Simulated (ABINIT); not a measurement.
The system is Ti2O.

```
Ti O
1.0
     2.91940    0.00000    0.00000
    -1.45970    2.52827    0.00000
     0.00000    0.00000    4.71300
Ti O
2 1
Direct
  0.33333 0.66667 0.72126
  0.66667 0.33333 0.27874
  0.00000 0.00000 0.00000
```

```yaml
Program: ABINIT 10.8.3 (patched build)
Task: relaxation of cell and atoms
Functional: PBEsol
Potentials_or_basis: PseudoDojo NC SR PBEsol v0.4.1 standard
Cutoff: 1143 eV
k_mesh: 8 × 8 × 4
Occupations: fermi-dirac, width 0.05 eV
Spin: no spin polarisation
```

At the start: pressure 4.4 GPa; volume 11.60 Å³/atom.

Problem. Where does the relaxation end?

Solution. Over 10 steps the energy falls by 36.1 meV/atom and the volume is 11.88 Å³/atom (+2.5 %); space group P-3m1 (No. 164, to 0.05 Å).

The path:
```csv
step,energy change (eV),largest force (eV/Å),pressure (GPa),volume (Å³)
1,0.0000,1.3637,4.37,34.79
2,-0.0440,1.0324,1.49,35.25
3,-0.0907,0.3833,-1.59,35.84
4,-0.1000,0.1330,-1.29,35.83
5,-0.1054,0.0328,-0.30,35.70
6,-0.1074,0.0622,0.27,35.62
7,-0.1081,0.0280,0.31,35.61
8,-0.1082,0.0028,0.12,35.63
9,-0.1082,0.0012,0.02,35.65
10,-0.1082,0.0004,0.00,35.65
```

Final structure:
```
Ti O
1.0
     2.95500    0.00000    0.00000
    -1.47750    2.55910    0.00000
     0.00000    0.00000    4.71485
Ti O
2 1
Direct
  0.33333 0.66667 0.73748
  0.66667 0.33333 0.26252
  0.00000 0.00000 0.00000
```
